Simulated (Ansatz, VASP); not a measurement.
## MgB2: VASP beside Ansatz

```
Mg B
1.0
     3.08500    0.00000    0.00000
    -1.54250    2.67169    0.00000
     0.00000    0.00000    3.55823
Mg B
1 2
Direct
  0.00000 0.00000 0.00000
  0.33333 0.66667 0.50000
  0.66667 0.33333 0.50000
```

Change from the starting cell: zz strain of +1 %.

Alike in both runs: task single point; functional LDA; k mesh 12 × 12 × 9; occupations fermi-dirac, width 0.05 eV; no spin polarisation.

```csv
,VASP,Ansatz
version,VASP 6.6.1,Ansatz 0.2.0
potentials or method,"VASP PAW LDA potentials, release 64 (Mg, B), cutoff 520 eV","all-electron LAPW, scalar-relativistic"
```

|  | VASP | Ansatz | Ansatz less VASP |
| --- | --- | --- | --- |
| pressure (GPa) | -9.1 | -8.5 | +0.59 |
| largest component of the traceless stress (GPa) | 0.72 | 0.58 | -0.139 |

Ansatz ran all-electron here, so the differences hold the error of VASP's frozen core and of both bases.
